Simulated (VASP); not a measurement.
# Si (Fd-3m) in VASP: further runs

One crystal, Si, is run at these levels: r2SCAN; tasks: single point, relaxation of cell and atoms.

Program: VASP 6.6.1. These are calculated values, not measurements. Logs are shortened: lines on timing, memory, paths and dates and some standing lists are left out, and cuts for length are marked.

### 1 The structure

Symmetry: Fd-3m, No. 227, cubic system. The conventional cell has a = 5.444 Å, b = 5.444 Å, c = 5.444 Å, α = 90.00°, β = 90.00°, γ = 90.00°. Si (site symmetry -43m) is surrounded by 4 Si at 2.36 Å.

The cell was built by a generator and needn't be a form met in nature.

### 2 Single point, r2SCAN

POSCAR

```
Si
1.0
    0.0000000000      2.7220982979      2.7220982979
    2.7220982979      0.0000000000      2.7220982979
    2.7220982979      2.7220982979      0.0000000000
Si
2
Direct
    0.0000000000      0.0000000000      0.0000000000
    0.2500000000      0.2500000000      0.2500000000
```

INCAR.step1

```
PREC = Accurate
ENCUT = 520
ISMEAR = 0
SIGMA = 0.03
LREAL = F
LASPH = T
NELM = 100
NBANDS = 11
GGA = PE
ALGO = Normal
EDIFF = 1E-4
LWAVE = T
LCHARG = F
```

INCAR.step2

```
PREC = Accurate
ENCUT = 520
EDIFF = 1E-6
ISMEAR = 0
SIGMA = 0.03
LREAL = F
LASPH = T
NELM = 100
ALGO = Normal
ISIF = 2
LWAVE = F
LCHARG = T
METAGGA = R2SCAN
LMIXTAU = T
LELF = T
LVHAR = T
NBANDS = 11
ISTART = 1
```

KPOINTS

```
Automatic mesh
0
Gamma
  12 12 12
```

Potentials or basis: VASP PAW PBE potentials, release 64 (Si).

On the command line:

```
cat potpaw_PBE.64/Si/POTCAR > POTCAR
cp INCAR.step1 INCAR
mpirun -np 1 vasp_std > vasp.out
cp INCAR.step2 INCAR
mpirun -np 1 vasp_std > vasp.out
```

OUTCAR:

```text
PREC = Accurate
   ENCUT = 520
   EDIFF = 1E-6
   ISMEAR = 0
   LREAL = F
   LASPH = T
   NELM = 100
   ISIF = 2
   METAGGA = R2SCAN
   ISTART = 1

 ion  position               nearest neighbor table
   1  0.000  0.000  0.000-   2 2.36   2 2.36   2 2.36   2 2.36
   2  0.250  0.250  0.250-   1 2.36   1 2.36   1 2.36   1 2.36

  LATTYP: Found a face centered cubic cell.
 ALAT       =     5.4441965958

  Lattice vectors:

 A1 = (   0.0000000000,   2.7220982979,   2.7220982979)
 A2 = (   2.7220982979,   0.0000000000,   2.7220982979)
 A3 = (   2.7220982979,   2.7220982979,   0.0000000000)

Analysis of symmetry for initial positions (statically):
=====================================================================
 Subroutine PRICEL returns:
 Original cell was already a primitive cell.

 Routine SETGRP: Setting up the symmetry group for a
 face centered cubic supercell.

 Subroutine GETGRP returns: Found 48 space group operations
 (whereof 24 operations were pure point group operations)
 out of a pool of 48 trial point group operations.

The static configuration has the point symmetry T_d .
 The point group associated with its full space group is O_h .

Analysis of symmetry for dynamics (positions and initial velocities):
=====================================================================
 Subroutine PRICEL returns:
 Original cell was already a primitive cell.

 Routine SETGRP: Setting up the symmetry group for a
 face centered cubic supercell.

 Subroutine GETGRP returns: Found 48 space group operations
 (whereof 24 operations were pure point group operations)
 out of a pool of 48 trial point group operations.

The dynamic configuration has the point symmetry T_d .
 The point group associated with its full space group is O_h .

 Subroutine INISYM returns: Found 48 space group operations
 (whereof 24 operations are pure point group operations),
 and found     1 'primitive' translations

----------------------------------------------------------------------------------------

                                     Primitive cell

  volume of cell :      40.3405

  direct lattice vectors                    reciprocal lattice vectors
     0.000000000  2.722098298  2.722098298    -0.183681831  0.183681831  0.183681831
     2.722098298  0.000000000  2.722098298     0.183681831 -0.183681831  0.183681831
     2.722098298  2.722098298  0.000000000     0.183681831  0.183681831 -0.183681831

  length of vectors
     3.849628331  3.849628331  3.849628331     0.318146264  0.318146264  0.318146264

  position of ions in fractional coordinates (direct lattice)
     0.000000000  0.000000000  0.000000000
     0.250000000  0.250000000  0.250000000

  ion indices of the primitive-cell ions
   primitive index   ion index
                 1           1
                 2           2

----------------------------------------------------------------------------------------

 KPOINTS: Automatic mesh

Automatic generation of k-mesh.
 Grid dimensions read from file:
 generate k-points for:   12   12   12

 Generating k-lattice:

  Cartesian coordinates                     Fractional coordinates (reciprocal lattice)
    -0.015306819  0.015306819  0.015306819     0.083333333  0.000000000  0.000000000
     0.015306819 -0.015306819  0.015306819     0.000000000  0.083333333  0.000000000
     0.015306819  0.015306819 -0.015306819     0.000000000  0.000000000  0.083333333

  Length of vectors
     0.026512189  0.026512189  0.026512189

  Shift w.r.t. Gamma in fractional coordinates (k-lattice)
     0.000000000  0.000000000  0.000000000

 Subroutine IBZKPT returns following result:
 ===========================================

 Found     72 irreducible k-points:

 Following reciprocal coordinates:
            Coordinates               Weight
  0.000000  0.000000  0.000000      1.000000
  0.083333  0.000000  0.000000      8.000000
  0.166667  0.000000  0.000000      8.000000
  0.250000  0.000000  0.000000      8.000000
  0.333333  0.000000  0.000000      8.000000
  0.416667  0.000000  0.000000      8.000000
[... 16 lines left out ...]
  0.500000  0.166667  0.000000     24.000000
 -0.416667  0.166667  0.000000     24.000000
 [... further k-points ...]
   k-points           NKPTS =     72   k-points in BZ     NKDIM =     72   number of bands    NBANDS=     11
   number of dos      NEDOS =    301   number of ions     NIONS =      2
   total plane-waves  NPLWV =  27000
   dimension x,y,z NGX =    30 NGY =   30 NGZ =   30
   dimension x,y,z NGXF=    60 NGYF=   60 NGZF=   60
   ions per type =               2
   NGX,Y,Z   is equivalent  to a cutoff of  12.96, 12.96, 12.96 a.u.
   NGXF,Y,Z  is equivalent  to a cutoff of  25.91, 25.91, 25.91 a.u.
 SYSTEM =  unknown system
   PREC   = accura    normal or accurate (medium, high low for compatibility)
   ISTART =      1    job   : 0-new  1-cont  2-samecut
   ICHARG =      0    charge: 1-file 2-atom 10-const
   ISPIN  =      1    spin polarized calculation?
   LNONCOLLINEAR =      F non collinear calculations
   LSORBIT =      F    spin-orbit coupling
   LASPH  =      T    aspherical Exc in radial PAW
   ENCUT  =  520.0 eV  38.22 Ry    6.18 a.u.   7.16  7.16  7.16*2*pi/ulx,y,z
   NELM   =    100;   NELMIN=  2; NELMDL=  0     # of ELM steps
   EDIFF  = 0.1E-05   stopping-criterion for ELM
   LREAL  =      F    real-space projection
   EDIFFG = 0.1E-04   stopping-criterion for IOM
   NSW    =      0    number of steps for IOM
   IBRION =     -1    ionic relax: 0-MD 1-quasi-New 2-CG
   NFREE  =      0    steps in history (QN), initial steepest desc. (CG)
   ISIF   =      2    stress and relaxation
   ISYM   =      2    0-nonsym 1-usesym 2-fastsym
   POTIM  = 0.5000    time-step for ionic-motion
   TEBEG  =    0.0;   TEEND  =   0.0 temperature during run
   PSTRESS=    0.0 pullay stress
   NELECT =       8.0000    total number of electrons
   NUPDOWN=      -1.0000    fix difference up-down
   EMIN   =  10.00;   EMAX   =-10.00  energy-range for DOS
   EFERMI =   0.00;   METHOD = LEGACY
   ISMEAR =     0;   SIGMA  =   0.03  broadening in eV -4-tet -1-fermi 0-gaus
   EFERMI_NEDOS =   21; number of points for ismear=-14 and -15
   IALGO  =     38    algorithm
   IMIX   =      4    mixing-type and parameters
     AMIX     =   0.40;   BMIX     =  1.00
     AMIX_MAG =   1.60;   BMIX_MAG =  1.00
  volume/ion in A,a.u.               =      20.17       136.12
  Fermi-wavevector in a.u.,A,eV,Ry     =   0.954680  1.804083 12.400531  0.911413
  Thomas-Fermi vector in A             =   2.083448
   LORBIT       =      0    0 simple, 1 ext, 2 COOP (PROOUT), +10 PAW based schemes
   METAGGA = R2SCAN    functional components
   LHFCALC =     F    Hartree Fock is set to
   AEXX    =    0.0000 exact exchange contribution
   IVDW    =     0    specifies the selected vdW correction
   LEPSILON=     F    determine dielectric tensor
   LRPA    =     F    only Hartree local field effects (RPA)
 non-spin polarized calculation
 Gauss-broadening in eV      SIGMA  =   0.03
  energy-cutoff  :      520.00
  volume of cell :       40.34
 maximum number of plane-waves:      1106
 NGX is ok and might be reduce to    30
   NGX = 15   NGY = 15   NGZ = 15

 number of electron       8.0000001 magnetization

 Free energy of the ion-electron system (eV)
  ---------------------------------------------------
  ext. energy  EPLUGINS =         0.00000000
  ---------------------------------------------------
  free energy    TOTEN  =       -17.55030135 eV

  energy without entropy =      -17.55030135  energy(sigma->0) =      -17.55030135

 E-fermi :   5.7937     XC(G=0):  -9.8254

 val. band max:        5.6621168810   @ k =   0.0000   0.0000   0.0000
 cond. band min:       6.4476893781   @ k =   0.4167   0.4167   0.0000
 fundamental gap:      0.7855724972
 Fermi energy:         5.7936556424

 k-point     1 :       0.0000    0.0000    0.0000
  band No.  band energies     occupation
      1      -6.8112      2.00000
      2       5.6621      2.00000
      3       5.6621      2.00000
      4       5.6621      2.00000
      5       8.4172      0.00000
      6       8.4172      0.00000
      7       8.4172      0.00000
      8       9.5594      0.00000
      9      13.7853      0.00000
     10      13.7853      0.00000
     11      14.3313      0.00000

 k-point     2 :       0.0833    0.0000    0.0000
  band No.  band energies     occupation
      1      -6.7160      2.00000
      2       4.7920      2.00000
      3       5.5117      2.00000
      4       5.5117      2.00000
      5       8.5175      0.00000
      6       8.6393      0.00000
      7       8.6393      0.00000
      8      10.1894      0.00000
      9      13.5210      0.00000
     10      13.5210      0.00000
     11      14.7162      0.00000

 k-point     3 :       0.1667    0.0000    0.0000
  band No.  band energies     occupation
      1      -6.4334      2.00000
      2       3.2173      2.00000
      3       5.1892      2.00000
      4       5.1892      2.00000
      5       8.3120      0.00000
      6       9.0996      0.00000
      7       9.0996      0.00000
      8      11.6353      0.00000
      9      13.1589      0.00000
     10      13.1589      0.00000
     11      15.4592      0.00000
[... 267 lines left out ...]
 k-point    23 :       0.5000    0.1667    0.0000
  band No.  band energies     occupation
      1      -4.2088      2.00000
      2      -1.1930      2.00000
      3       2.7947      2.00000
      4       3.7961      2.00000
      5       7.9686      0.00000
      6      10.1312      0.00000
      7      10.5989      0.00000
      8      12.5346      0.00000
      9      15.7214      0.00000
     10      16.7463      0.00000
     11      18.1793      0.00000

 k-point    24 :      -0.4167    0.1667    0.0000
  band No.  band energies     occupation
      1      -4.0900      2.00000
      2      -1.3594      2.00000
      3       2.5714      2.00000
      4       3.9874      2.00000
      5       8.1238      0.00000
      6      10.0815      0.00000
      7      10.3618      0.00000
      8      14.1745      0.00000
      9      14.8059      0.00000
     10      14.9732      0.00000
     11      17.5518      0.00000

 [... further k-points ...]

------------------------ aborting loop because EDIFF is reached ----------------------------------------

  FORCE on cell =-STRESS in cart. coord.  units (eV):
  Direction    XX          YY          ZZ          XY          YZ          ZX
  --------------------------------------------------------------------------------------
  -------------------------------------------------------------------------------------
  Total       -0.0592507     -0.0592507     -0.0592507     -0.0000000      0.0000000      0.0000000
  in kB       -2.3532201     -2.3532201     -2.3532201     -0.0000000      0.0000000      0.0000000
  external PRESSURE =      -2.3532201 kB  Pullay stress =       0.0000000 kB

 VOLUME and BASIS-vectors are now :
 -----------------------------------------------------------------------------
  energy-cutoff  :      520.00
  volume of cell :       40.34
      direct lattice vectors                 reciprocal lattice vectors
     0.000000000  2.722098298  2.722098298    -0.183681831  0.183681831  0.183681831
     2.722098298  0.000000000  2.722098298     0.183681831 -0.183681831  0.183681831
     2.722098298  2.722098298  0.000000000     0.183681831  0.183681831 -0.183681831

 POSITION                                       TOTAL-FORCE (eV/Angst)
 -----------------------------------------------------------------------------------
      0.00000      0.00000      0.00000        -0.000000     -0.000000      0.000000
      1.36105      1.36105      1.36105         0.000000      0.000000     -0.000000
 -----------------------------------------------------------------------------------
    total drift:                               -0.000000     -0.000000     -0.000000

  FREE ENERGIE OF THE ION-ELECTRON SYSTEM (eV)
  ---------------------------------------------------
  free  energy   TOTEN  =       -17.5503013455 eV

  energy  without entropy=      -17.5503013455  energy(sigma->0) =      -17.55030135
```

Run time: 51 s. Hardware: 1 thread of Intel Xeon 6975P-C (Granite Rapids), shared host; peak memory 0.17 GiB.

What came out:

```
Free energy            : -17.5503 eV
Pressure               : -0.2 GPa
Band gap on the k mesh : 0.79 eV, indirect (least direct gap 2.76 eV)
```

Caveat: the PAW data sets were made with another functional, which shifts forces and pressure a little.

(Continued in part 2 of 2.)
